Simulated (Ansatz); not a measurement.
BaS (started from an entry of an open crystallographic database), relaxed with r2SCAN, was run in Ansatz 0.2.0 under altered settings. All numbers are computed, without spin polarisation but where a row says otherwise.

```xyz
2
Lattice="0.0000 3.2119 3.2119 3.2119 0.0000 3.2119 3.2119 3.2119 0.0000" Properties=species:S:1:pos:R:3 pbc="T T T"
Ba    0.0000    0.0000    0.0000
S     3.2119    3.2119    3.2119
```

The base run's other keys:
```yaml
kpoints:
  mp_grid: { grid: [4, 4, 4] }
hamiltonian:
  xc: hse06
scf:
  occupations: { method: fixed }
  n_extra_bands: 4
```

It takes 13 iterations with 1291 plane waves at 420 eV and 8 k points, and leaves a mean stress of -0.29 GPa. The gap over this mesh is 3.137 eV. It ran on 4 threads of Intel(R) Xeon(R) Platinum 8488C (Sapphire Rapids) (shared host).

Outcomes, with energy and stress as changes against the base:

| setting | outcome | ΔF (meV/atom) | Δ mean stress (GPa) | gap on the mesh (eV) | iterations | wall time |
| --- | --- | --- | --- | --- | --- | --- |
| PBE hybrid, exx coeff 0.05, unscreened | converged | – | +0.3 | 2.541 | 11 | 10 s |
| PBE hybrid, exx coeff 0.05, omega 0.1 1/Å | converged | – | +0.3 | 2.467 | 10 | 9.8 s |
| PBE hybrid, exx coeff 0.3, omega 0.3 1/Å | converged | – | 0.0 | 3.076 | 13 | 8.6 s |
| PBE hybrid, exx coeff 0.4, unscreened | converged | – | -0.3 | 4.831 | 12 | 9.3 s |
| PBE hybrid, exx coeff -0.2, omega 0.3 1/Å | refused | – | – | – | – | 0.03 s |
| scf.mixing.beta: 0.05 | converged | 0.0 | 0.0 | 3.137 | 14 | 9.9 s |

A dash marks a value that wasn't obtained or can't be compared. Stress is positive in compression. The base took 9.8 s.

- PBE hybrid, exx coeff 0.05, unscreened. That is 5 % exact exchange, at all ranges, against HSE06's 25 % screened at 0.208 1/Å. The mean stress moves by +0.3 GPa and the gap on the mesh by -0.596 eV (to 2.541). Totals of different functionals aren't comparable.
- PBE hybrid, exx coeff 0.05, omega 0.1 1/Å. That is 5 % exact exchange, screened with ω = 0.1 1/Å, against HSE06's 25 % screened at 0.208 1/Å. The mean stress moves by +0.3 GPa and the gap on the mesh by -0.670 eV (to 2.467). Totals of different functionals aren't comparable. The program warns that on this mesh the truncation of the exchange isn't bounded, so part of the change can be an error of the mesh.
- PBE hybrid, exx coeff 0.3, omega 0.3 1/Å. That is 30 % exact exchange, screened with ω = 0.3 1/Å, against HSE06's 25 % screened at 0.208 1/Å. The mean stress moves by 0.0 GPa and the gap on the mesh by -0.061 eV (to 3.076). Totals of different functionals aren't comparable.
- PBE hybrid, exx coeff 0.4, unscreened. That is 40 % exact exchange, at all ranges, against HSE06's 25 % screened at 0.208 1/Å. The mean stress moves by -0.3 GPa and the gap on the mesh by +1.694 eV (to 4.831). Totals of different functionals aren't comparable.
- PBE hybrid, exx coeff -0.2, omega 0.3 1/Å. The program doesn't start. Error: invalid value for `hamiltonian.xc.exx.coeff`: must be finite and in (0, 1]; got -0.2

Within 1 meV an atom, 0.1 GPa and 0.005 eV of the base stay: scf.mixing.beta: 0.05.

Spin-orbit coupling is left out.

The program warns that its thresholds are loose for a hybrid's stress.

The meshes of the hybrids are coarse, so their gaps aren't converged to the digits shown.
